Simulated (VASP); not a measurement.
# MnF2 (P4_2/mnm) in VASP: notebook, part 2 of 2

VASP 6.6.1. The steps go on from the part before.

## (3) Band structure, BLYP, collinear spin, ferromagnetic start

POSCAR

```
MnF2
1.0
    4.8738000000      0.0000000000      0.0000000000
    0.0000000000      4.8738000000      0.0000000000
    0.0000000000      0.0000000000      3.3107000000
Mn F
2 4
Direct
    0.5000000000      0.5000000000      0.5000000000
    0.0000000000      0.0000000000      0.0000000000
    0.8053000000      0.1947000000      0.5000000000
    0.6947000000      0.6947000000      0.0000000000
    0.1947000000      0.8053000000      0.5000000000
    0.3053000000      0.3053000000      0.0000000000
```

INCAR.step1

```
PREC     = Accurate       # precision mode
ENCUT    = 520            # plane-wave cutoff, eV
EDIFF    = 1E-6           # SCF threshold, eV
ISMEAR   = -1             # smearing method
SIGMA    = 0.05           # smearing width, eV
LREAL    = False          # projectors in reciprocal space
LASPH    = True           # aspherical terms in the spheres
NELM     = 150            # most SCF steps
ALGO     = Normal         # electronic algorithm
ISIF     = 2              # what is computed and relaxed
LWAVE    = False          # write WAVECAR
LCHARG   = True           # write CHGCAR
ISPIN    = 2              # spin polarisation
MAGMOM   = 4 4 0 0 0 0    # initial moments
LORBIT   = 11             # projections on sites
LMAXMIX  = 4              # l up to which the mixer works
GGA      = B5             # functional
ALDAX    = 1.0          
AGGAX    = 1.0          
AGGAC    = 1.0          
ALDAC    = 0.0
```

KPOINTS.step1

```
Automatic mesh
0
Gamma
  6 6 8
```

INCAR.step2

```
PREC     = Accurate       # precision mode
ENCUT    = 520            # plane-wave cutoff, eV
EDIFF    = 1E-6           # SCF threshold, eV
ISMEAR   = 0              # smearing method
SIGMA    = 0.05           # smearing width, eV
LREAL    = False          # projectors in reciprocal space
LASPH    = True           # aspherical terms in the spheres
NELM     = 150            # most SCF steps
ALGO     = Normal         # electronic algorithm
ISIF     = 2              # what is computed and relaxed
LWAVE    = False          # write WAVECAR
LCHARG   = False          # write CHGCAR
ISPIN    = 2              # spin polarisation
MAGMOM   = 4 4 0 0 0 0    # initial moments
LORBIT   = 11             # projections on sites
LMAXMIX  = 4              # l up to which the mixer works
GGA      = B5             # functional
ALDAX    = 1.0          
AGGAX    = 1.0          
AGGAC    = 1.0          
ALDAC    = 0.0          
ICHARG   = 11             # starting density
```

KPOINTS.step2

```
path GXMGZRAZ,XR,MA
20
line-mode
reciprocal
 0.0000000000  0.0000000000  0.0000000000  G
 0.0000000000  0.5000000000  0.0000000000  X

 0.0000000000  0.5000000000  0.0000000000  X
 0.5000000000  0.5000000000  0.0000000000  M

 0.5000000000  0.5000000000  0.0000000000  M
 0.0000000000  0.0000000000  0.0000000000  G

 0.0000000000  0.0000000000  0.0000000000  G
 0.0000000000  0.0000000000  0.5000000000  Z

 0.0000000000  0.0000000000  0.5000000000  Z
 0.0000000000  0.5000000000  0.5000000000  R

 0.0000000000  0.5000000000  0.5000000000  R
 0.5000000000  0.5000000000  0.5000000000  A

 0.5000000000  0.5000000000  0.5000000000  A
 0.0000000000  0.0000000000  0.5000000000  Z

 0.0000000000  0.5000000000  0.0000000000  X
 0.0000000000  0.5000000000  0.5000000000  R

 0.5000000000  0.5000000000  0.0000000000  M
 0.5000000000  0.5000000000  0.5000000000  A
```

Potentials or basis: VASP PAW PBE potentials, release 64 (Mn_pv, F).

The run is started by

```sh
$ cat potpaw_PBE.64/Mn_pv/POTCAR potpaw_PBE.64/F/POTCAR > POTCAR
$ cp INCAR.step1 INCAR
$ cp KPOINTS.step1 KPOINTS
$ mpirun -np 1 vasp_std > vasp.out
$ cp INCAR.step2 INCAR
$ cp KPOINTS.step2 KPOINTS
$ mpirun -np 1 vasp_std > vasp.out
```

Run time: 4.8 min. Hardware: 1 thread of Intel Xeon 6975P-C (Granite Rapids), shared host; peak memory 0.7 GiB.

It converged, with:

| Item | Value |
| --- | --- |
| Band gap on the k mesh | 1.30 eV, direct |
| Band gap along the path | 1.30 eV, direct |
| Net moment | 10.00 μB per cell |

Levels at the corners of the path, in eV from the valence-band top:
Spin up:
```
point  band 28  band 29  band 30  band 31  band 32  band 33  band 34  band 35  band 36
    Γ    -1.71    -1.53    -0.55    -0.55     0.00     1.30     6.66     6.66     7.87
    X    -1.90    -0.79    -0.79    -0.67    -0.67     3.61     3.61     7.94     7.94
    X    -1.90    -0.79    -0.79    -0.67    -0.67     3.61     3.61     7.94     7.94
    M    -1.85    -1.06    -1.06    -0.56    -0.56     5.08     5.08     5.66     5.66
    M    -1.85    -1.06    -1.06    -0.56    -0.56     5.08     5.08     5.66     5.66
    Γ    -1.71    -1.53    -0.55    -0.55     0.00     1.30     6.66     6.66     7.87
    Γ    -1.71    -1.53    -0.55    -0.55     0.00     1.30     6.66     6.66     7.87
    Z    -1.82    -1.20    -1.20    -0.96    -0.96     5.83     5.83     9.72     9.74
    Z    -1.82    -1.20    -1.20    -0.96    -0.96     5.83     5.83     9.72     9.75
    R    -1.76    -1.60    -1.60    -0.32    -0.32     6.98     6.98     7.00     7.00
    R    -1.76    -1.60    -1.60    -0.32    -0.32     6.98     6.98     7.00     7.00
    A    -1.91    -1.23    -1.23    -0.80    -0.80     6.93     6.93     8.00     8.00
    A    -1.91    -1.23    -1.23    -0.80    -0.80     6.93     6.93     8.00     8.00
    Z    -1.82    -1.20    -1.20    -0.96    -0.96     5.83     5.83     9.72     9.76
    X    -1.90    -0.79    -0.79    -0.67    -0.67     3.61     3.61     7.94     7.94
    R    -1.76    -1.60    -1.60    -0.32    -0.32     6.98     6.98     7.00     7.00
    M    -1.85    -1.06    -1.06    -0.56    -0.56     5.08     5.08     5.66     5.66
    A    -1.91    -1.23    -1.23    -0.80    -0.80     6.93     6.93     8.00     8.00
```
Spin down:
```csv
point,band 18,band 19,band 20,band 21,band 22,band 23,band 24,band 25,band 26,band 27
Γ,-6.01,-5.15,-4.76,-4.76,-4.48,1.47,1.48,1.87,1.96,1.96
X,-5.79,-5.55,-5.55,-4.81,-4.81,1.65,1.65,2.08,2.08,2.10
X,-5.79,-5.55,-5.55,-4.81,-4.81,1.65,1.65,2.08,2.08,2.10
M,-5.58,-5.21,-5.21,-5.14,-5.14,1.53,1.53,1.97,1.97,2.11
M,-5.58,-5.21,-5.21,-5.14,-5.14,1.53,1.53,1.97,1.97,2.11
Γ,-6.01,-5.15,-4.76,-4.76,-4.48,1.47,1.48,1.87,1.96,1.96
Γ,-6.01,-5.15,-4.76,-4.76,-4.48,1.47,1.48,1.87,1.96,1.96
Z,-5.81,-5.39,-5.39,-5.18,-5.18,1.88,1.88,2.00,2.00,2.03
Z,-5.81,-5.39,-5.39,-5.18,-5.18,1.88,1.88,2.00,2.00,2.03
R,-6.04,-5.24,-5.24,-4.98,-4.98,1.61,1.61,2.03,2.03,2.22
R,-6.04,-5.24,-5.24,-4.98,-4.98,1.61,1.61,2.03,2.03,2.22
A,-5.78,-4.97,-4.97,-4.88,-4.88,1.85,1.85,1.98,1.98,2.10
A,-5.78,-4.97,-4.97,-4.88,-4.88,1.85,1.85,1.98,1.98,2.10
Z,-5.81,-5.39,-5.39,-5.18,-5.18,1.88,1.88,2.00,2.00,2.03
X,-5.79,-5.55,-5.55,-4.81,-4.81,1.65,1.65,2.08,2.08,2.10
R,-6.04,-5.24,-5.24,-4.98,-4.98,1.61,1.61,2.03,2.03,2.22
M,-5.58,-5.21,-5.21,-5.14,-5.14,1.53,1.53,1.97,1.97,2.11
A,-5.78,-4.97,-4.97,-4.88,-4.88,1.85,1.85,1.98,1.98,2.10
```

Caveat: the log is that of the step along the path at fixed density, whose energy, stress, charges and moments have no meaning; the PAW data sets were made with another functional, which shifts forces and pressure a little; only a ferromagnetic start was run, and an antiferromagnetic order may lie lower in energy.

## (4) Band structure, PW91, collinear spin, ferromagnetic start

INCAR

```
PREC = Accurate
ENCUT = 520
EDIFF = 1E-6
ISMEAR = -1
SIGMA = 0.05
LREAL = F
LASPH = T
NELM = 100
ALGO = Normal
ISIF = 2
LWAVE = F
LCHARG = F
ISPIN = 2
MAGMOM = 4 4 0 0 0 0
LORBIT = 11
LMAXMIX = 4
GGA = 91
NBANDS = 40
```

KPOINTS

```
regular mesh
0
Gamma
  6 6 8
```

POSCAR is that of step 3.

KPOINTS_OPT

```
path GXMGZRAZ,XR,MA
20
line-mode
reciprocal
 0.0000000000  0.0000000000  0.0000000000  G
 0.0000000000  0.5000000000  0.0000000000  X

 0.0000000000  0.5000000000  0.0000000000  X
 0.5000000000  0.5000000000  0.0000000000  M

 0.5000000000  0.5000000000  0.0000000000  M
 0.0000000000  0.0000000000  0.0000000000  G

 0.0000000000  0.0000000000  0.0000000000  G
 0.0000000000  0.0000000000  0.5000000000  Z

 0.0000000000  0.0000000000  0.5000000000  Z
 0.0000000000  0.5000000000  0.5000000000  R

 0.0000000000  0.5000000000  0.5000000000  R
 0.5000000000  0.5000000000  0.5000000000  A

 0.5000000000  0.5000000000  0.5000000000  A
 0.0000000000  0.0000000000  0.5000000000  Z

 0.0000000000  0.5000000000  0.0000000000  X
 0.0000000000  0.5000000000  0.5000000000  R

 0.5000000000  0.5000000000  0.0000000000  M
 0.5000000000  0.5000000000  0.5000000000  A
```

The run is started by

```sh
$ cat potpaw_PBE.64/Mn_pv/POTCAR potpaw_PBE.64/F/POTCAR > POTCAR
$ mpirun -np 1 vasp_std > vasp.out
```

It took 5.4 min on 1 thread of Intel Xeon 6975P-C (Granite Rapids), shared host; peak memory 0.49 GiB.

It converged, with:

```yaml
Free_energy: -39.0105 eV
Pressure: 3.3 GPa
Largest_force: 0.039 eV/Å
Band_gap_on_the_k_mesh: 1.14 eV, direct
Band_gap_along_the_path: 1.14 eV, direct
Net_moment: 10.00 μB per cell
Site_moments: Mn +4.58; F +0.09 μB
Valence_electrons_inside_the_program's_atomic_spheres: Mn 11.26; F 6.10
```

Forces in eV/Å, atoms in the order of the input:
```
Mn   0.000  0.000  0.000
Mn   0.000  0.000  0.000
F   -0.028  0.028  0.000
F    0.028  0.028  0.000
F    0.028 -0.028  0.000
F   -0.028 -0.028  0.000
```

Stress tensor (GPa, compression positive):
```
3.20 0.00 0.00
0.00 3.20 0.00
0.00 0.00 3.55
```

Caveat: the PAW data sets were made with another functional, which shifts forces and pressure a little; only a ferromagnetic start was run, and an antiferromagnetic order may lie lower in energy.

## (5) Band structure, AM05, collinear spin, ferromagnetic start

INCAR

```
SYSTEM = MnF2
PREC = Accurate ; ENCUT = 520
EDIFF = 1E-6 ; ISMEAR = -1
SIGMA = 0.05 ; LREAL = .False.
LASPH = .True. ; NELM = 120
ALGO = Fast ; ISIF = 2
LWAVE = .False. ; LCHARG = .False.
ISPIN = 2 ; MAGMOM = 4 4 0 0 0 0
LORBIT = 11 ; LMAXMIX = 4
GGA = AM
```

KPOINTS

```
Automatic mesh
0
Gamma
  6 6 8
  0 0 0
```

POSCAR is that of step 4.

KPOINTS_OPT, as its differences from that of step 4:

```diff
@@ -1,3 +1,3 @@
 path GXMGZRAZ,XR,MA
-20
+15
 line-mode
```

The run is started by

```sh
$ cat potpaw_PBE.64/Mn_pv/POTCAR potpaw_PBE.64/F/POTCAR > POTCAR
$ mpirun -np 1 vasp_std > vasp.out
```

It took 4.5 min on 1 thread of Intel Xeon 6975P-C (Granite Rapids), shared host; peak memory 0.47 GiB.

The run converged. Its results:

* Free energy: -39.5656 eV
* Pressure: 0.5 GPa
* Band gap on the k mesh: 1.11 eV, direct
* Band gap along the path: 1.11 eV, direct
* Net moment: 10.00 μB per cell
* Site moments: Mn +4.58; F +0.08 μB
* Valence electrons inside the program's atomic spheres: Mn 11.27; F 6.09

Stress tensor (GPa, compression positive):
```
0.66 0.00 0.00
0.00 0.66 0.00
0.00 0.00 0.27
```

Caveat: the PAW data sets were made with another functional, which shifts forces and pressure a little; only a ferromagnetic start was run, and an antiferromagnetic order may lie lower in energy. Expect the measured gap to be larger: semilocal functionals such as AM05 lack the derivative discontinuity.

## (6) Band structure, PBE, collinear spin, ferromagnetic start

POSCAR is that of step 5.

INCAR.step1

```
PREC = Accurate
ENCUT = 520
EDIFF = 1E-6
ISMEAR = -1
SIGMA = 0.05
LREAL = F
LASPH = T
NELM = 150
ALGO = Normal
ISIF = 2
LWAVE = F
LCHARG = T
ISPIN = 2
MAGMOM = 4 4 0 0 0 0
LORBIT = 11
LMAXMIX = 4
GGA = PE
```

KPOINTS.step1 is that of step 3.

INCAR.step2

```
PREC = Accurate
ENCUT = 520
EDIFF = 1E-6
ISMEAR = 0
SIGMA = 0.05
LREAL = F
LASPH = T
NELM = 150
ALGO = Normal
ISIF = 2
LWAVE = F
LCHARG = F
ISPIN = 2
MAGMOM = 4 4 0 0 0 0
LORBIT = 11
LMAXMIX = 4
GGA = PE
ICHARG = 11
```

KPOINTS.step2, as its differences from that of step 3:

```diff
@@ -1,3 +1,3 @@
 path GXMGZRAZ,XR,MA
-20
+10
 line-mode
```

Potentials or basis: VASP PAW PBE potentials, release 64 (Mn_pv, F).

The run is started by

```sh
$ cat potpaw_PBE.64/Mn_pv/POTCAR potpaw_PBE.64/F/POTCAR > POTCAR
$ cp INCAR.step1 INCAR
$ cp KPOINTS.step1 KPOINTS
$ mpirun -np 1 vasp_std > vasp.out
$ cp INCAR.step2 INCAR
$ cp KPOINTS.step2 KPOINTS
$ mpirun -np 1 vasp_std > vasp.out
```

OUTCAR:

```text
PREC = Accurate
   ENCUT = 520
   EDIFF = 1E-6
   ISMEAR = 0
   LREAL = F
   LASPH = T
   NELM = 150
   ISIF = 2
   ISPIN = 2
   LORBIT = 11
   GGA = PE
   ICHARG = 11

 ion  position               nearest neighbor table
   1  0.500  0.500  0.500-   3 2.10   5 2.10   4 2.13   6 2.13   4 2.13   6 2.13
   2  0.000  0.000  0.000-   4 2.10   6 2.10   5 2.13   3 2.13   3 2.13   5 2.13
   3  0.805  0.195  0.500-   1 2.10   2 2.13   2 2.13
   4  0.695  0.695  0.000-   2 2.10   1 2.13   1 2.13
   5  0.195  0.805  0.500-   1 2.10   2 2.13   2 2.13
   6  0.305  0.305  0.000-   2 2.10   1 2.13   1 2.13

  LATTYP: Found a simple tetragonal cell.
[... 2108 lines left out ...]
 -----------------------------------------------------------------------------------
      2.43690      2.43690      1.65535         0.000000      0.000000      0.000000
      0.00000      0.00000      0.00000         0.000000      0.000000      0.000000
      3.92487      0.94893      1.65535        -0.034923      0.034923      0.000000
      3.38583      3.38583      0.00000         0.034923      0.034923      0.000000
      0.94893      3.92487      1.65535         0.034923     -0.034923      0.000000
      1.48797      1.48797      0.00000        -0.034923     -0.034923      0.000000
 -----------------------------------------------------------------------------------
    total drift:                                0.000000      0.000000      0.000000

  FREE ENERGIE OF THE ION-ELECTRON SYSTEM (eV)
  ---------------------------------------------------
  free  energy   TOTEN  =       -39.2183234596 eV

  energy  without entropy=      -39.2183234596  energy(sigma->0) =      -39.21832346

 total charge

# of ion       s       p       d       tot
------------------------------------------
    1        0.162   6.146   4.949  11.257
    2        0.162   6.146   4.949  11.257
    3        1.734   4.373   0.000   6.107
    4        1.734   4.373   0.000   6.107
    5        1.734   4.373   0.000   6.107
    6        1.734   4.373   0.000   6.107
--------------------------------------------------
tot          7.260  29.784   9.898  46.942

 magnetization (x)

# of ion       s       p       d       tot
------------------------------------------
    1        0.025   0.021   4.546   4.592
    2        0.025   0.021   4.546   4.592
    3        0.009   0.081   0.000   0.090
    4        0.009   0.081   0.000   0.090
    5        0.009   0.081   0.000   0.090
    6        0.009   0.081   0.000   0.090
--------------------------------------------------
tot          0.084   0.367   9.093   9.544
```

OUTCAR.step1:

```text
PREC = Accurate
   ENCUT = 520
   EDIFF = 1E-6
   ISMEAR = -1
   LREAL = F
   LASPH = T
   NELM = 150
   ISIF = 2
   ISPIN = 2
   LORBIT = 11
   GGA = PE
[... 2150 lines left out ...]
    4        1.735   4.368   0.000   6.103
    5        1.735   4.368   0.000   6.103
    6        1.735   4.368   0.000   6.103
--------------------------------------------------
tot          7.268  29.762   9.899  46.929

 magnetization (x)

# of ion       s       p       d       tot
------------------------------------------
    1        0.024   0.021   4.544   4.590
    2        0.024   0.021   4.544   4.590
    3        0.009   0.081   0.000   0.090
    4        0.009   0.081   0.000   0.090
    5        0.009   0.081   0.000   0.090
    6        0.009   0.081   0.000   0.090
--------------------------------------------------
tot          0.083   0.369   9.088   9.540
```

Wall time 2.9 min (1 thread of Intel Xeon 6975P-C (Granite Rapids), shared host); peak memory 0.44 GiB.

What came out:

| Property | Result |
| --- | --- |
| Band gap on the k mesh | 1.12 eV, direct |
| Band gap along the path | 1.12 eV, direct |
| Net moment | 10.00 μB per cell |

Levels at the corners of the path, in eV from the valence-band top:
Spin up:
```tsv
point	band 30	band 31	band 32	band 33	band 34	band 35
Γ	-0.56	-0.56	0.00	1.12	6.48	6.48
X	-0.82	-0.68	-0.68	3.47	3.47	7.79
X	-0.82	-0.68	-0.68	3.47	3.47	7.79
M	-1.12	-0.56	-0.56	4.97	4.97	5.55
M	-1.12	-0.56	-0.56	4.97	4.97	5.55
Γ	-0.56	-0.56	0.00	1.12	6.48	6.48
Γ	-0.56	-0.56	0.00	1.12	6.48	6.48
Z	-1.24	-1.00	-1.00	5.72	5.72	9.58
Z	-1.24	-1.00	-1.00	5.72	5.72	9.58
R	-1.66	-0.32	-0.32	6.85	6.85	6.90
R	-1.66	-0.32	-0.32	6.85	6.85	6.90
A	-1.27	-0.83	-0.83	6.78	6.78	7.91
A	-1.27	-0.83	-0.83	6.78	6.78	7.91
Z	-1.24	-1.00	-1.00	5.72	5.72	9.58
X	-0.82	-0.68	-0.68	3.47	3.47	7.79
R	-1.66	-0.32	-0.32	6.85	6.85	6.90
M	-1.12	-0.56	-0.56	4.97	4.97	5.55
A	-1.27	-0.83	-0.83	6.78	6.78	7.91
```
Spin down:
| point | band 19 | band 20 | band 21 | band 22 | band 23 | band 24 | band 25 | band 26 |
| --- | --- | --- | --- | --- | --- | --- | --- | --- |
| Γ | -5.07 | -4.68 | -4.68 | -4.39 | 1.70 | 1.75 | 2.14 | 2.22 |
| X | -5.46 | -5.46 | -4.72 | -4.72 | 1.92 | 1.92 | 2.34 | 2.34 |
| X | -5.46 | -5.46 | -4.72 | -4.72 | 1.92 | 1.92 | 2.34 | 2.34 |
| M | -5.12 | -5.12 | -5.04 | -5.04 | 1.79 | 1.79 | 2.24 | 2.24 |
| M | -5.12 | -5.12 | -5.04 | -5.04 | 1.79 | 1.79 | 2.24 | 2.24 |
| Γ | -5.07 | -4.68 | -4.68 | -4.39 | 1.70 | 1.75 | 2.14 | 2.22 |
| Γ | -5.07 | -4.68 | -4.68 | -4.39 | 1.70 | 1.75 | 2.14 | 2.22 |
| Z | -5.30 | -5.30 | -5.08 | -5.08 | 2.15 | 2.15 | 2.25 | 2.25 |
| Z | -5.30 | -5.30 | -5.08 | -5.08 | 2.15 | 2.15 | 2.25 | 2.25 |
| R | -5.14 | -5.14 | -4.89 | -4.89 | 1.88 | 1.88 | 2.29 | 2.29 |
| R | -5.14 | -5.14 | -4.89 | -4.89 | 1.88 | 1.88 | 2.29 | 2.29 |
| A | -4.87 | -4.87 | -4.79 | -4.79 | 2.12 | 2.12 | 2.23 | 2.23 |
| A | -4.87 | -4.87 | -4.79 | -4.79 | 2.12 | 2.12 | 2.23 | 2.23 |
| Z | -5.30 | -5.30 | -5.08 | -5.08 | 2.15 | 2.15 | 2.25 | 2.25 |
| X | -5.46 | -5.46 | -4.72 | -4.72 | 1.92 | 1.92 | 2.34 | 2.34 |
| R | -5.14 | -5.14 | -4.89 | -4.89 | 1.88 | 1.88 | 2.29 | 2.29 |
| M | -5.12 | -5.12 | -5.04 | -5.04 | 1.79 | 1.79 | 2.24 | 2.24 |
| A | -4.87 | -4.87 | -4.79 | -4.79 | 2.12 | 2.12 | 2.23 | 2.23 |

Caveat: the log is that of the step along the path at fixed density, whose energy, stress, charges and moments have no meaning; only a ferromagnetic start was run, and an antiferromagnetic order may lie lower in energy.

## (7) The runs side by side

```csv
level,gap on the mesh (eV),pressure (GPa),moment (μB)
revPBE,1.30,-,10.00
BLYP,1.30,-,10.00
PW91,1.14,3.3,10.00
AM05,1.11,0.5,10.00
PBE,1.12,-,10.00
```

Alike in all rows: task band structure; potentials or basis VASP PAW PBE potentials, release 64 (Mn_pv, F); spin collinear, ferromagnetic start; cell as given; k mesh 6 × 6 × 8; cutoff (eV) 520; smearing fermi-dirac 0.05 eV.

On the cell as given the gap runs from 1.11 eV (AM05) to 1.30 eV (revPBE).

Caveats: only a ferromagnetic start was run, and an antiferromagnetic order may lie lower in energy; the PAW data sets were made with another functional, which shifts forces and pressure a little (some runs).

Total energies depend on the potentials used, so only differences within one code and one set of settings carry meaning.
